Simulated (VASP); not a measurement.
# A vacancy on the O site in HfO2, part 2 of 6

Wanted: what a vacancy on the O site costs in HfO2 and how the lattice relaxes round it. The start is a cell from a database of measured crystal structures.

VASP 6.6.1, plane waves and PAW; the level of theory is named at each step.

So far. Step 2 (The host at zero pressure): The run ended after 3 ionic steps, 0.091 eV below its first step, once forces and stress met EDIFFG = -0.02. Step 3 (Relax the host again, on a new basis): The start already met the threshold, so nothing moved. The relaxed cell has a = 5.018 Å (conventional setting).

## Step 4: The host's dielectric tensor, for the charge correction

Level of this step: PBEsol; plane waves and PAW (Hf, O) (VASP).

Charged cells interact with their images through the host's screening, so the correction needs its dielectric constant.

Input file INCAR:

```
SYSTEM = HfO2
PREC = Accurate
ENCUT = 400
EDIFF = 1E-08
NELM = 120
ISMEAR = 0
SIGMA = 0.05
LREAL = .FALSE.
ALGO = Normal
GGA = PS
NBANDS = 14
LASPH = .TRUE.
LWAVE = .FALSE.
LCHARG = .FALSE.
LEPSILON = .TRUE.
IBRION = 8
NSW = 1
```

Input file POSCAR:

```
HfO2
1.0
    0.0000000000      2.5092170411      2.5092170411
    2.5092170411      0.0000000000      2.5092170411
    2.5092170411      2.5092170411      0.0000000000
Hf O
1 2
Direct
    0.0000000000      0.0000000000      0.0000000000
    0.7500000000      0.7500000000      0.7500000000
    0.2500000000      0.2500000000      0.2500000000
```

Input file KPOINTS:

```
Automatic mesh
0
Gamma
5 5 5
0 0 0
```

The projector-augmented-wave data sets are Hf and O (PBE family, release 64).

Run with:

```bash
> export OMP_NUM_THREADS=5
> mpirun -np 1 vasp_std
```

The log of the run:

```text
[... set-up lines as in an earlier step ...]
 entering main loop
       N       E                     dE             d eps       ncg     rms          rms(c)
DAV:   1     0.495499940988E+02    0.49550E+02   -0.69935E+03   280   0.848E+02
DAV:   2    -0.337603451169E+02   -0.83310E+02   -0.78414E+02   406   0.204E+02
DAV:   3    -0.369586130603E+02   -0.31983E+01   -0.31872E+01   346   0.420E+01
DAV:   4    -0.369741868807E+02   -0.15574E-01   -0.15571E-01   322   0.329E+00
DAV:   5    -0.369743741932E+02   -0.18731E-03   -0.18731E-03   340   0.305E-01    0.248E+01
DAV:   6    -0.320292029230E+02    0.49452E+01   -0.13602E+01   310   0.296E+01    0.120E+01
DAV:   7    -0.318428404262E+02    0.18636E+00   -0.28550E-01   328   0.451E+00    0.644E+00
DAV:   8    -0.317474555312E+02    0.95385E-01   -0.12043E-01   298   0.335E+00    0.509E-01
DAV:   9    -0.317467697150E+02    0.68582E-03   -0.51019E-03   358   0.611E-01    0.188E-01
DAV:  10    -0.317467078085E+02    0.61906E-04   -0.86589E-04   304   0.257E-01    0.613E-02
DAV:  11    -0.317466862129E+02    0.21596E-04   -0.81708E-05   328   0.797E-02    0.121E-02
DAV:  12    -0.317466863812E+02   -0.16830E-06   -0.61175E-06   316   0.177E-02    0.568E-03
DAV:  13    -0.317466859824E+02    0.39888E-06   -0.54747E-07   358   0.676E-03    0.936E-04
DAV:  14    -0.317466860839E+02   -0.10156E-06   -0.23095E-08   316   0.128E-03    0.464E-04
DAV:  15    -0.317466860824E+02    0.15136E-08   -0.10484E-08   236   0.940E-04
   1 F= -.31746686E+02 E0= -.31746686E+02  d E =-.920807E-18
 Linear response reoptimize wavefunctions to high precision
DAV:   1    -0.317466860905E+02   -0.80783E-08   -0.86549E-10   254   0.276E-04
DAV:   2    -0.317466860905E+02   -0.35243E-11   -0.34046E-11   164   0.474E-05
 Linear response G [H, r] |phi>, progress :
  Direction:   1
       N       E                     dE             d eps       ncg     rms
RMM:   1    -0.707255496387E+02   -0.70726E+02   -0.14026E+01   680   0.747E+01
RMM:   2    -0.631776740344E+02    0.75479E+01   -0.33297E+00   445   0.131E+01
RMM:   3    -0.632293605035E+02   -0.51686E-01   -0.14185E-01   465   0.136E+00
RMM:   4    -0.632333957300E+02   -0.40352E-02   -0.35508E-03   487   0.202E-01
RMM:   5    -0.632335349351E+02   -0.13921E-03   -0.36518E-04   497   0.417E-02
RMM:   6    -0.632335530223E+02   -0.18087E-04   -0.21155E-05   488   0.103E-02
RMM:   7    -0.632335539035E+02   -0.88115E-06   -0.34642E-07   449   0.284E-03
RMM:   8    -0.632335540445E+02   -0.14096E-06    0.11713E-05   400   0.872E-04
RMM:   9    -0.632335540165E+02    0.27934E-07    0.70471E-05   382   0.375E-04
RMM:  10    -0.632335539955E+02    0.20973E-07    0.14668E-05   364   0.247E-04
RMM:  11    -0.632335541111E+02   -0.11560E-06    0.13603E-05   319   0.207E-04
RMM:  12    -0.632335540967E+02    0.14422E-07    0.21814E-05   289   0.202E-04
RMM:  13    -0.632335541041E+02   -0.73428E-08    0.69864E-06   271   0.199E-04
RMM:  14    -0.632335540959E+02    0.81631E-08    0.27317E-06   248   0.199E-04
 Linear response G [H, r] |phi>, progress :
  Direction:   2
       N       E                     dE             d eps       ncg     rms
RMM:   1    -0.673201198648E+02   -0.67320E+02   -0.30539E-01   680   0.737E+01
RMM:   2    -0.606451320412E+02    0.66750E+01   -0.30305E+00   443   0.126E+01
RMM:   3    -0.606844729604E+02   -0.39341E-01   -0.12425E-01   468   0.129E+00
RMM:   4    -0.606876108353E+02   -0.31379E-02   -0.21791E-03   491   0.176E-01
RMM:   5    -0.606876835877E+02   -0.72752E-04   -0.19654E-04   498   0.331E-02
RMM:   6    -0.606876928167E+02   -0.92290E-05   -0.94324E-06   490   0.771E-03
RMM:   7    -0.606876931833E+02   -0.36664E-06   -0.93294E-07   446   0.202E-03
RMM:   8    -0.606876932375E+02   -0.54187E-07    0.23387E-07   401   0.632E-04
RMM:   9    -0.606876932541E+02   -0.16570E-07    0.57418E-06   381   0.306E-04
RMM:  10    -0.606876940069E+02   -0.75281E-06   -0.14812E-05   361   0.235E-04
RMM:  11    -0.606876938784E+02    0.12846E-06    0.26155E-05   304   0.204E-04
RMM:  12    -0.606876938833E+02   -0.48940E-08    0.10100E-04   278   0.206E-04
RMM:  13    -0.606876938838E+02   -0.47790E-09    0.17478E-05   244   0.201E-04
RMM:  14    -0.606876938837E+02    0.10191E-09    0.12113E-05   231   0.202E-04
 Linear response G [H, r] |phi>, progress :
  Direction:   3
       N       E                     dE             d eps       ncg     rms
RMM:   1    -0.667658450378E+02   -0.66766E+02    0.21467E+01   641   0.749E+01
RMM:   2    -0.638780657569E+02    0.28878E+01   -0.27258E+00   440   0.121E+01
RMM:   4    -0.639123351649E+02   -0.23349E-02   -0.21866E-03   469   0.159E-01
RMM:   5    -0.639124159631E+02   -0.80798E-04   -0.23374E-04   482   0.314E-02
RMM:   6    -0.639124255611E+02   -0.95979E-05   -0.12006E-05   456   0.768E-03
RMM:   7    -0.639124260482E+02   -0.48718E-06   -0.14855E-06   392   0.220E-03
RMM:   8    -0.639124261021E+02   -0.53904E-07    0.22531E-06   341   0.863E-04
RMM:   9    -0.639124261056E+02   -0.34332E-08    0.19175E-05   331   0.500E-04
RMM:  10    -0.639124261662E+02   -0.60611E-07   -0.83878E-06   313   0.397E-04
RMM:  11    -0.639124261635E+02    0.26660E-08   -0.23887E-05   312   0.370E-04
RMM:  12    -0.639124260986E+02    0.64876E-07   -0.42612E-06   267   0.358E-04
RMM:  13    -0.639124260970E+02    0.16221E-08    0.21467E-06   229   0.360E-04
RMM:  14    -0.639124260984E+02   -0.13479E-08    0.10431E-06   207   0.359E-04
 Linear response to external field (no local field effect), progress :
  Direction:   1
       N       E                     dE             d eps       ncg     rms          rms(c)
RMM:   1    -0.376248436046E+00   -0.37625E+00   -0.15389E+00   584   0.335E+00
RMM:   2    -0.382928261423E+00   -0.66798E-02   -0.86009E-03   442   0.542E-01
RMM:   3    -0.383067006783E+00   -0.13875E-03   -0.32398E-04   468   0.562E-02
RMM:   4    -0.383079462861E+00   -0.12456E-04   -0.12068E-05   484   0.103E-02
RMM:   5    -0.383080044526E+00   -0.58166E-06   -0.15077E-06   440   0.260E-03
RMM:   6    -0.383080116653E+00   -0.72128E-07   -0.86786E-08   392   0.695E-04
RMM:   7    -0.383080120982E+00   -0.43292E-08   -0.11882E-08   362   0.227E-04
 change of polarisation eV/A/(eV/A) component  1 :     0.766     0.022    -0.008
 dielectric tensor                  component  1 :     5.388     0.128    -0.047
 Linear response to external field (no local field effect), progress :
  Direction:   2
       N       E                     dE             d eps       ncg     rms          rms(c)
RMM:   1    -0.340730892706E+00   -0.34073E+00   -0.13508E+00   586   0.326E+00
RMM:   2    -0.347673697938E+00   -0.69428E-02   -0.68899E-03   443   0.501E-01
RMM:   3    -0.347785507334E+00   -0.11181E-03   -0.29582E-04   474   0.518E-02
RMM:   4    -0.347797034671E+00   -0.11527E-04   -0.97896E-06   492   0.913E-03
RMM:   5    -0.347797489251E+00   -0.45458E-06   -0.12684E-06   447   0.222E-03
RMM:   6    -0.347797547621E+00   -0.58369E-07   -0.64196E-08   400   0.570E-04
RMM:   7    -0.347797550618E+00   -0.29978E-08   -0.10182E-08   357   0.188E-04
 change of polarisation eV/A/(eV/A) component  2 :     0.022     0.696     0.021
 dielectric tensor                  component  2 :     0.128     4.984     0.120
 Linear response to external field (no local field effect), progress :
  Direction:   3
       N       E                     dE             d eps       ncg     rms          rms(c)
RMM:   1    -0.392200024091E+00   -0.39220E+00   -0.16654E+00   548   0.338E+00
RMM:   2    -0.394766214108E+00   -0.25662E-02   -0.71082E-03   440   0.469E-01
RMM:   3    -0.394862400669E+00   -0.96187E-04   -0.18127E-04   463   0.429E-02
RMM:   4    -0.394869072471E+00   -0.66718E-05   -0.76345E-06   470   0.730E-03
RMM:   5    -0.394869418634E+00   -0.34616E-06   -0.79847E-07   402   0.174E-03
RMM:   6    -0.394869456391E+00   -0.37757E-07   -0.57683E-08   337   0.463E-04
RMM:   7    -0.394869459156E+00   -0.27652E-08   -0.77496E-09   295   0.154E-04
 change of polarisation eV/A/(eV/A) component  3 :    -0.008     0.021     0.790
 dielectric tensor                  component  3 :    -0.047     0.120     5.523
 Linear response to external field, progress :
  Direction:   1
       N       E                     dE             d eps       ncg     rms          rms(c)
RMM:   1    -0.369789611586E+00   -0.36979E+00   -0.15190E+00  1026   0.333E+00
RMM:   2    -0.375120457626E+00   -0.53308E-02   -0.75019E-03   794   0.502E-01    0.866E-01
RMM:   3    -0.370627823055E+00    0.44926E-02   -0.38876E-03   805   0.437E-01    0.517E-01
RMM:   4    -0.384374446300E+00   -0.13747E-01   -0.62254E-03   806   0.567E-01    0.495E-02
RMM:   5    -0.385867372787E+00   -0.14929E-02   -0.78136E-05   843   0.655E-02    0.103E-02
RMM:   6    -0.385938765215E+00   -0.71392E-04   -0.40538E-06   894   0.114E-02    0.480E-03
RMM:   7    -0.386035209221E+00   -0.96444E-04   -0.58573E-07   851   0.578E-03    0.494E-04
RMM:   8    -0.386029072643E+00    0.61366E-05   -0.15695E-08   885   0.748E-04    0.193E-04
RMM:   9    -0.386029591623E+00   -0.51898E-06   -0.12397E-08   824   0.348E-04    0.365E-05
RMM:  10    -0.386029324304E+00    0.26732E-06   -0.71831E-08   581   0.630E-05    0.834E-06
 change of polarisation eV/A/(eV/A) component  1 :     0.728     0.017     0.008
 dielectric tensor                  component  1 :     5.169     0.095     0.044
 Linear response to external field, progress :
  Direction:   2
       N       E                     dE             d eps       ncg     rms          rms(c)
RMM:   1    -0.369678582063E+00   -0.36968E+00   -0.15179E+00  1026   0.333E+00
RMM:   2    -0.375122656746E+00   -0.54441E-02   -0.75398E-03   793   0.503E-01    0.866E-01
RMM:   3    -0.370629517929E+00    0.44931E-02   -0.38855E-03   806   0.437E-01    0.517E-01
RMM:   4    -0.384373234986E+00   -0.13744E-01   -0.62234E-03   805   0.567E-01    0.495E-02
RMM:   5    -0.385872766669E+00   -0.14995E-02   -0.78166E-05   841   0.656E-02    0.103E-02
RMM:   6    -0.385937792075E+00   -0.65025E-04   -0.40021E-06   894   0.113E-02    0.475E-03
RMM:   7    -0.386035023189E+00   -0.97231E-04   -0.58799E-07   852   0.579E-03    0.491E-04
RMM:   8    -0.386028942635E+00    0.60806E-05   -0.13825E-08   884   0.751E-04    0.196E-04
RMM:   9    -0.386029583660E+00   -0.64103E-06    0.85220E-09   826   0.356E-04    0.355E-05
RMM:  10    -0.386029224817E+00    0.35884E-06    0.62172E-08   563   0.609E-05    0.836E-06
 change of polarisation eV/A/(eV/A) component  2 :     0.028     0.728     0.001
 dielectric tensor                  component  2 :     0.159     5.169     0.004
 Linear response to external field, progress :
  Direction:   3
       N       E                     dE             d eps       ncg     rms          rms(c)
RMM:   1    -0.369711106137E+00   -0.36971E+00   -0.15182E+00  1021   0.333E+00
RMM:   2    -0.375123442066E+00   -0.54123E-02   -0.75417E-03   794   0.503E-01    0.866E-01
RMM:   3    -0.370629990000E+00    0.44935E-02   -0.38823E-03   805   0.437E-01    0.517E-01
RMM:   4    -0.384373602327E+00   -0.13744E-01   -0.62248E-03   804   0.567E-01    0.495E-02
RMM:   5    -0.385873795525E+00   -0.15002E-02   -0.78066E-05   840   0.656E-02    0.103E-02
RMM:   6    -0.385937869181E+00   -0.64074E-04   -0.39668E-06   890   0.113E-02    0.474E-03
RMM:   7    -0.386035016298E+00   -0.97147E-04   -0.58572E-07   852   0.579E-03    0.493E-04
RMM:   8    -0.386029009277E+00    0.60070E-05   -0.12768E-08   882   0.749E-04    0.196E-04
RMM:   9    -0.386029637621E+00   -0.62834E-06    0.95249E-09   827   0.356E-04    0.356E-05
RMM:  10    -0.386029281130E+00    0.35649E-06    0.12376E-07   564   0.609E-05    0.831E-06
 change of polarisation eV/A/(eV/A) component  3 :     0.018     0.011     0.728
 dielectric tensor                  component  3 :     0.103     0.060     5.169
 Linear response DOF=            2
 Linear response progress:
  Degree of freedom:   1/  2
       N       E                     dE             d eps       ncg     rms          rms(c)
RMM:   1    -0.383718462781E-01   -0.38372E-01   -0.38708E-02  1086   0.119E+00
RMM:   2    -0.358767413750E-01    0.24951E-02   -0.98477E-04   769   0.223E-01    0.131E-01
RMM:   3    -0.354597767154E-01    0.41696E-03   -0.79890E-05   767   0.586E-02    0.789E-02
RMM:   4    -0.352532608374E-01    0.20652E-03   -0.16715E-04   756   0.858E-02    0.705E-03
RMM:   5    -0.352672688074E-01   -0.14008E-04   -0.13211E-06   849   0.811E-03    0.141E-03
RMM:   6    -0.352691759159E-01   -0.19071E-05   -0.68623E-08   877   0.117E-03    0.753E-04
RMM:   7    -0.352699586457E-01   -0.78273E-06   -0.70731E-09   869   0.533E-04    0.125E-04
RMM:   8    -0.352697924065E-01    0.16624E-06   -0.86847E-10   906   0.106E-04    0.524E-05
RMM:   9    -0.352697392997E-01    0.53107E-07   -0.77520E-10   889   0.536E-05    0.514E-06
RMM:  10    -0.352697250957E-01    0.14204E-07   -0.65422E-09   940   0.181E-05    0.264E-06
RMM:  11    -0.352697219452E-01    0.31505E-08    0.59160E-09   798   0.114E-05    0.423E-07
 first order change of Fermi-energy  -0.12501E-03
 force on displaced ion       1 direction 1 :  -6.945   0.000   0.000
 Born effective charge ion    1 direction 1 :   5.556   0.000   0.000
 Linear response progress:
  Degree of freedom:   2/  2
       N       E                     dE             d eps       ncg     rms          rms(c)
RMM:   1    -0.361256796649E+00   -0.36126E+00    0.37621E-01  1531   0.410E+00
RMM:   2    -0.362779462287E+00   -0.15227E-02   -0.48865E-03  1175   0.430E-01    0.224E-01
RMM:   3    -0.364131540642E+00   -0.13521E-02   -0.62335E-04  1098   0.169E-01    0.124E-01
RMM:   4    -0.366150558337E+00   -0.20190E-02   -0.57989E-04  1085   0.164E-01    0.236E-02
RMM:   5    -0.366106602886E+00    0.43955E-04   -0.24678E-05  1289   0.313E-02    0.314E-03
RMM:   6    -0.366122476718E+00   -0.15874E-04   -0.14033E-06  1401   0.457E-03    0.233E-03
RMM:   7    -0.366127339488E+00   -0.48628E-05   -0.14407E-07  1399   0.117E-03    0.373E-04
RMM:   8    -0.366123878432E+00    0.34611E-05   -0.29769E-08  1378   0.339E-04    0.107E-04
RMM:   9    -0.366123759219E+00    0.11921E-06   -0.43860E-09  1441   0.107E-04    0.720E-05
RMM:  10    -0.366123832070E+00   -0.72851E-07    0.21227E-09  1420   0.696E-05    0.172E-05
RMM:  11    -0.366123939089E+00   -0.10702E-06    0.38498E-08  1456   0.449E-05    0.697E-06
RMM:  12    -0.366123941891E+00   -0.28022E-08    0.40972E-08  1424   0.358E-05    0.134E-06
 first order change of Fermi-energy   0.11685E-04
 force on displaced ion       2 direction 1 : -12.017   0.000   0.000
 Born effective charge ion    2 direction 1 :  -2.771   0.000   0.000
 Born effective charges drift removed
 Linear response finished
```

Wall time 2.3 min (1 × NVIDIA H100 80GB HBM3, 81559 MiB with 1 MPI rank of AMD EPYC 7R13 (Zen 3), card shared with another run, shared host); peak memory 1.7 GiB.

[end of part 2 of 6]

[Lines on the potential files, build, host, timing and source positions are cut from VASP's logs without a mark.]

[Logs are printed without paths, hosts, clocks, repeated set-up lines and the standing remarks that a program may print on its own settings, such as how far it seeks lower states.]

[Hosts, paths, dates, database ids (printed as entryN), source tags and the programs' standing remarks are cut or masked in the printed files.]

[In band tables of VASP the shares of atoms and orbitals are scaled to a sum of 1 inside the atoms' spheres.]

[Runs that stopped without an error message from VASP are left out.]
